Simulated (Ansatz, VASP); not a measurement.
**One calculation of MgS, two programs**

```
Mg S
1.0
     0.00000    2.55085    2.55085
     2.55085    0.00000    2.55085
     2.55085    2.55085    0.00000
Mg S
1 1
Direct
  0.00000 0.00000 0.00000
  0.50000 0.50000 0.50000
```

Alike in both runs: functional PBEsol; k mesh 8 × 8 × 8; no spin polarisation.

Ansatz relaxed the structure, and its values are those at the end. VASP's run is a single point on that final structure, the one shown.

```csv
,VASP,Ansatz
version,VASP 6.6.1,Ansatz 0.2.0
potentials or method,"VASP PAW PBE potentials, release 64 (Mg, S)","PAW with Ansatz's default frozen-core files, scalar-relativistic"
plane-wave cutoff (eV),520,420
occupations,"gaussian, width 0.01 eV",fixed
valence electrons in the cell,8,16
```

Ansatz gave:

| Quantity | Value |
| --- | --- |
| pressure (GPa) | 4.0 |

Task: Estimate VASP's values.

Result: Pressure (GPa): 3.8.

The two sets of potentials don't hold the same shells in valence.

Caveats: the PAW data sets were made with another functional, which shifts forces and pressure a little (VASP). A k mesh can miss the band edges.
